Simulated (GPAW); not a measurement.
The system is MoP.

```xyz
2
Lattice="3.2230 0.0000 0.0000 -1.6115 2.7912 0.0000 0.0000 0.0000 3.1910" Properties=species:S:1:pos:R:3 pbc="T T T"
Mo    0.0000    0.0000    0.0000
P     0.0000    1.8608    1.5955
```

Program: GPAW 26.7.0. Alike in all runs: task band structure; cell as given; k mesh 7 × 7 × 6; cutoff (eV) 600; smearing fermi-dirac 0.05 eV.

Problem. Order these runs on this cell by their pressure, lowest first.
A. level PBEsol; potentials or basis PAW data sets generated in the run's folder for this functional, pw; spin SOC, no magnetisation; band points 60; spin axis theta (degrees) 0; spin axis phi (degrees) 0; soc after scf second variation
B. level PBE+U; potentials or basis GPAW PAW data sets (gpaw-data 1.2.1), pw; spin off; U Mo d U = 1 eV; band points 100
C. level LDA; potentials or basis the program's PAW data sets (release 1.2.1) made for this functional, pw; spin SOC, no magnetisation; band points 80; spin axis theta (degrees) 90; spin axis phi (degrees) 45; soc after scf second variation

Solution. C (-7.4 GPa), A (-3.4 GPa), B (2.8 GPa).

Caveats: spin-orbit coupling was added after a scalar SCF, so levels and gaps hold it while energy, forces, pressure and moments don't (some runs); U without spin polarisation on a metal has little footing (some runs); the U is typed as a test and isn't derived for this compound (some runs).
